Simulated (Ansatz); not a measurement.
# MoSe2: the cost of one run

Program: Ansatz 0.2.0. Level of theory: DFT r²SCAN, frozen-core PAW, scalar-relativistic unless said. These are calculated values, not measurements.

The COD entry's cell or inner coordinates are ideal or old and differ from later refinements, so a difference from it is no clean test against experiment.

## Step 1: The structure to begin with

Symmetry: P6_3/mmc, No. 194, hexagonal system. Conventional cell: a = 3.288 Å, b = 3.288 Å, c = 12.900 Å, α = 90.00°, β = 90.00°, γ = 120.00°. Around Mo (site symmetry -6m2) lie 6 Se at 2.49 Å. Se (site symmetry 3m) has 3 Mo at 2.49 Å as nearest neighbours.

Structure file:

```xyz
6
Lattice="3.2880 0.0000 0.0000 -1.6440 2.8475 0.0000 0.0000 0.0000 12.9000" Properties=species:S:1:pos:R:3 pbc="T T T"
Mo    0.0000    1.8983    3.2250
Mo    1.6440    0.9492    9.6750
Se    0.0000    1.8983    8.0625
Se    1.6440    0.9492    1.6125
Se    0.0000    1.8983   11.2875
Se    1.6440    0.9492    4.8375
```

Cartesian axes are those of the input's lattice vectors. The structure goes back to a database entry.

## Step 2: Cell and atoms relaxed, PAW

input.yaml

```yaml
crystal:
  lattice:
    - [3.28799999998, 0.0, 0.0]
    - [-1.64399999999, 2.84749152763, 0.0]
    - [0.0, 0.0, 12.9]
  atoms:
    - { symbol: Mo, position: [0.333333333333, 0.666666666667, 0.25] }
    - { symbol: Mo, position: [0.666666666667, 0.333333333333, 0.75] }
    - { symbol: Se, position: [0.333333333333, 0.666666666667, 0.625] }
    - { symbol: Se, position: [0.666666666667, 0.333333333333, 0.125] }
    - { symbol: Se, position: [0.333333333333, 0.666666666667, 0.875] }
    - { symbol: Se, position: [0.666666666667, 0.333333333333, 0.375] }
kpoints:
  mp_grid: { grid: [10, 10, 4] }
scf:
  occupations: { method: fermi_dirac, width: 0.1 }
hamiltonian:
  xc: r2scan
  pseudopotentials: { kind: paw }
relax:
  f_tol: 0.002
  max_steps: 80
  cell: {}
output:
  forces: true
  stress: true
  write_density: true
  write_potential: true
  elf: true
  volumetric_format: npy
```

On the command line:

```console
ansatz run input.yaml --threads 1 --pin off --max-ram 3072MiB --backend cpu --events-out ev --progress --plain --runs-dir out
```

What time and memory should one allow on 1 thread of Intel Xeon Platinum 8488C (Sapphire Rapids), shared host?

About 2.2 min, with a peak of 0.87 GiB.
